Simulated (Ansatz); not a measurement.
# Which way does KCl + NaI ⇌ KI + NaCl run?

Plane-wave DFT in Ansatz with scalar-relativistic PAW potentials, cutoff 500 eV, Γ-centred meshes chosen by cell and gap, Gaussian smearing with energies taken to zero width. Every cell was relaxed (cell and atoms) in a run of its own, within the symmetry of its start. Functional: r2SCAN.

Total energies hold large constants for each element; a whole number of eV per atom of each element is taken off below, which cancels in a balanced reaction.

```tsv
compound	lowest structure computed	structures tried	V (Å³/atom)	gap on mesh (eV)	E (eV per formula unit, common shift removed)
KCl	Fm-3m	1	31.09	5.83	-4.4731
NaI	Fm-3m	2	33.80	4.44	-2.6049
KI	Fm-3m	2	44.59	4.58	-3.9214
NaCl	Fm-3m	2	22.05	5.97	-3.3276
```

Problem. Work out the reaction energy at 0 K.

Solution. ΔE = E(KI) + E(NaCl) − E(KCl) − E(NaI) = -0.171 eV, or -16 kJ per mole of reaction (-43 meV/atom). The right side is lower: K takes I and Na takes Cl. The smaller cation ends with the smaller anion, the pairing that gives the greater sum of ionic lattice energies, which go as 1/(r₊ + r₋). All four are computed as solids; where they are solids at ordinary conditions entropy changes little. A lower structure that wasn't tried would shift the value, and mixed crystals may lie lower than either side.

Spin-orbit coupling is left out, which matters for the bands of heavy elements.